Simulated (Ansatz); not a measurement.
**MgS under changes of volume**

One of the cells (22.670 Å³/atom); the others are scaled copies at fixed shape and fractional positions:

```xyz
4
Lattice="4.0346 0.0000 0.0000 -2.0173 3.4941 0.0000 0.0000 0.0000 6.4323" Properties=species:S:1:pos:R:3 pbc="T T T"
S     2.0173    1.1647    5.6556
S     0.0000    2.3294    2.4394
Mg    0.0000    2.3294    6.4050
Mg    2.0173    1.1647    3.1888
```

The cell comes from a database or a generator and needn't be the stable form of this composition.

- Program: Ansatz 0.2.0
- Functional: LDA
- Potentials or basis: Ansatz PAW
- Cutoff: 420 eV (not typed: the program's choice for these potentials)
- k mesh: 8 × 8 × 4
- Occupations: fermi-dirac, width 0.05 eV
- Spin: no spin polarisation

```csv
volume (Å³/atom),energy over the lowest point (meV/atom),pressure (GPa),gap on the mesh (eV),largest force (eV/Å)
21.309,2.69,1.7,3.46,0.045
21.763,0.00,0.3,3.35,0.047
22.216,1.00,-1.0,3.25,0.050
22.670,?,?,?,?
23.123,12.66,-3.1,3.05,0.054
23.576,22.69,-4.0,2.96,0.055
24.030,35.14,-4.8,2.87,0.057
```

**Question.** What does the run at 22.670 Å³/atom give?

**Answer.** Energy over the lowest point 5.33 meV/atom; pressure -2.1 GPa; gap on the mesh 3.15 eV; largest force 0.052 eV/Å.

Worked out: A Birch-Murnaghan fit of order 3 (a polynomial in V^(-2/3)) to the other rows has its minimum at 21.86 Å³/atom with B0 = V·E''(V) = 62 GPa and B' = 4.1 at fixed shape and positions, which overstates the stiffness. It gives 5.34 meV/atom at 22.670 Å³/atom, against the run's 5.33, and -dE/dV = -2.1 GPa, against -2.1. A straight line through the other rows of the gap, of slope -4.91 eV per unit of ln V (its deformation potential), gives 3.15 eV, against the run's 3.15.

Energies are extrapolated to zero smearing.

Caveats: the PAW data sets come from PBE, with cores solved anew for the run's functional, which leaves a small shift of forces and pressure.
